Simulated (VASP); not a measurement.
Runs of VASP 6.6.1 on CoO. The structure is tetragonal, space group I4/mmm (No. 139). The conventional cell has a = 3.016 Å, b = 3.016 Å, c = 4.215 Å, α = 90.00°, β = 90.00°, γ = 90.00°. Co (site symmetry 4/mmm) has 6 O at 2.11 to 2.13 Å as nearest neighbours. O (site symmetry 4/mmm) has 6 Co at 2.11 to 2.13 Å as nearest neighbours. 

```csv
task,level,potentials or basis,spin,U,cell,cutoff (eV),smearing,gap on the mesh (eV),pressure (GPa),moment (μB),relaxed volume (Å³/atom)
relaxation of cell and atoms,PBEsol+rVV10,"VASP PAW PBE potentials, release 64 (Co, O)","collinear, ferromagnetic start",-,relaxed,600,fermi-dirac 0.05 eV,none,0.0,2.72,(c)
single point,PBE+U,"VASP PAW PBE potentials, release 64 (Co, O)","non-collinear, random start, SOC",Co d U = 4 eV,as given,520,gaussian 0.05 eV,-,6.6,3.00,-
single point,LDA+U,"VASP PAW LDA potentials, release 64 (Co, O)","collinear, random start",Co d U = 3 eV,as given,520,gaussian 0.05 eV,none,-16.5,3.00,-
relaxation of cell and atoms,PBEsol+D4,"VASP PAW PBE potentials, release 64 (Co, O)","collinear, ferromagnetic start",-,relaxed,600,fermi-dirac 0.05 eV,none,0.0,2.72,(a)
single point,LDA+U,"VASP PAW LDA potentials, release 64 (Co, O)","collinear, random start",Co d U = 7 eV,as given,520,gaussian 0.05 eV,none,-18.5,3.00,-
relaxation of cell and atoms,PBEsol+D3(BJ),"VASP PAW PBE potentials, release 64 (Co, O)","collinear, ferromagnetic start",-,relaxed,600,fermi-dirac 0.05 eV,none,-0.1,2.90,9.61
single point,LDA+U,"VASP PAW LDA potentials, release 64 (Co, O)","collinear, ferromagnetic start",Co d U = 3 eV,as given,520,gaussian 0.05 eV,none,-16.4,3.00,-
single point,PBE+U,"VASP PAW PBE potentials, release 64 (Co, O)","collinear, zero start",Co d U = 4 eV,as given,520,gaussian 0.05 eV,none,(b),0.00,-
```

Alike in all rows: k mesh 9 × 9 × 9.

**Question.** Fill in the values left out.

**Answer.** (a) 8.93; (b) -18.6; (c) 8.98.

Caveats: a cell with one magnetic atom can't hold antiferromagnetic order, which such compounds often take (some runs); the PAW data sets were made with another functional, which shifts forces and pressure a little (some runs); semilocal functionals often make such compounds metallic where correlation or magnetic order opens a gap, which also shifts bond lengths (some runs); pairwise dispersion overbinds metals, which lowers pressure and volume (some runs).

A k mesh can miss the band edges.

A gap of «none» marks a metal or a gap under the smearing width.

Not every run made on this cell is shown here.
